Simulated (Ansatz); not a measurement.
Molecular dynamics on a 2×2×1 supercell (16 atoms) of CdSe (P6_3mc), relaxed with r2SCAN. Forces come from PBE in the plane-wave code Ansatz: constant energy and volume (NVE), velocities drawn at 600 K, steps of 2 fs. Classical nuclei, no spin polarisation; a few dozen steps show the first response, not equilibrium.

```yaml
crystal:
  lattice:
    - [8.6814368821, 0.0, 0.0]
    - [-4.340718441, 7.5183448812, 0.0]
    - [0.0, 0.0, 7.0766648637]
  atoms:
    - { symbol: Cd, position: [0.1666666667, 0.3333333333, 0.0045236755] }
    - { symbol: Cd, position: [0.3333333333, 0.1666666667, 0.5045236755] }
    - { symbol: Se, position: [0.1666666667, 0.3333333333, 0.3804763245] }
    - { symbol: Se, position: [0.3333333333, 0.1666666667, 0.8804763245] }
    - { symbol: Cd, position: [0.1666666667, 0.8333333333, 0.0045236755] }
    - { symbol: Cd, position: [0.3333333333, 0.6666666667, 0.5045236755] }
    - { symbol: Se, position: [0.1666666667, 0.8333333333, 0.3804763245] }
    - { symbol: Se, position: [0.3333333333, 0.6666666667, 0.8804763245] }
    - { symbol: Cd, position: [0.6666666667, 0.3333333333, 0.0045236755] }
    - { symbol: Cd, position: [0.8333333333, 0.1666666667, 0.5045236755] }
    - { symbol: Se, position: [0.6666666667, 0.3333333333, 0.3804763245] }
    - { symbol: Se, position: [0.8333333333, 0.1666666667, 0.8804763245] }
    - { symbol: Cd, position: [0.6666666667, 0.8333333333, 0.0045236755] }
    - { symbol: Cd, position: [0.8333333333, 0.6666666667, 0.5045236755] }
    - { symbol: Se, position: [0.6666666667, 0.8333333333, 0.3804763245] }
    - { symbol: Se, position: [0.8333333333, 0.6666666667, 0.8804763245] }
kpoints:
  mp_grid: { grid: [3, 3, 2] }
hamiltonian:
  xc: pbe
scf:
  occupations: { method: fermi_dirac, width: 0.052 }
md:
  ensemble: nve
  temperature: 600
  timestep: 2.0
  n_steps: 40
  initial_velocities: maxwell_boltzmann
  seed: 1609
```

Command: `ansatz run input.yaml --threads 4 --pin off --max-ram 3686MiB --backend cpu --events-out ev --progress --plain --runs-dir out`. It ended after 7.6 min on 4 threads of Arm Neoverse N1, on a shared host, load about 1.0 per core; peak host memory 2.3 GiB.

```csv
step,t (fs),T (K),free energy F from step 0 (meV/atom),kinetic energy (meV/atom),largest force (eV/Å)
0,0,600,0.0,72.7,0.00
1,2,598,0.2,72.5,0.09
2,4,593,0.8,71.9,0.19
3,6,585,1.8,70.9,0.29
4,8,574,3.2,69.5,0.38
5,10,560,4.9,67.8,0.48
6,12,542,7.0,65.7,0.59
7,14,523,9.4,63.3,0.70
8,16,500,12.1,60.6,0.81
9,18,476,15.0,57.7,0.93
10,20,451,18.1,54.6,1.04
11,22,424,21.3,51.4,1.15
12,24,397,24.6,48.1,1.26
13,26,369,28.0,44.8,1.37
14,28,342,31.3,41.5,1.47
15,30,316,34.5,38.3,1.56
```

The temperature goes from 600 K to 316 K in 30 fs. The atoms start on their lattice sites with kinetic energy alone, so much of it first passes into potential energy. The conserved energy stays within 0.03 meV an atom. By the last step the atoms have moved 0.10 Å in the root mean square, the drift of the whole cell taken out, 0.20 Å at most. The job's limit cut the run after 15 of 40 steps.

Positions (Å) and forces (eV/Å) at step 15:
```
Cd  -0.023   2.415   0.010     0.301   0.350  -0.109
Cd   2.128   1.189   3.574     0.304   0.629   0.275
Se   0.016   2.450   2.653    -0.267   0.362   0.184
Se   2.241   1.190   6.278    -0.314   0.369  -0.435
Cd  -2.175   6.289   0.090    -0.112  -0.577  -0.418
Cd  -0.007   5.040   3.579     0.013  -0.290  -0.055
Se  -2.230   6.293   2.702     1.498   0.220  -0.369
Se   0.048   5.040   6.224    -0.569  -0.420   0.130
Cd   4.308   2.457   0.160     0.405   0.340  -0.733
Cd   6.462   1.280   3.568    -0.114  -0.097  -0.441
Se   4.279   2.700   2.686     0.092  -1.039   0.598
Se   6.538   1.249   6.167    -0.478  -0.065   0.416
Cd   2.190   6.211   0.008     0.018   0.377   0.271
Cd   4.463   5.144   3.491    -1.068  -0.442   0.831
Se   2.203   6.182   2.716    -0.387   0.683  -0.313
Se   4.292   5.039   6.167     0.679  -0.399   0.169
```
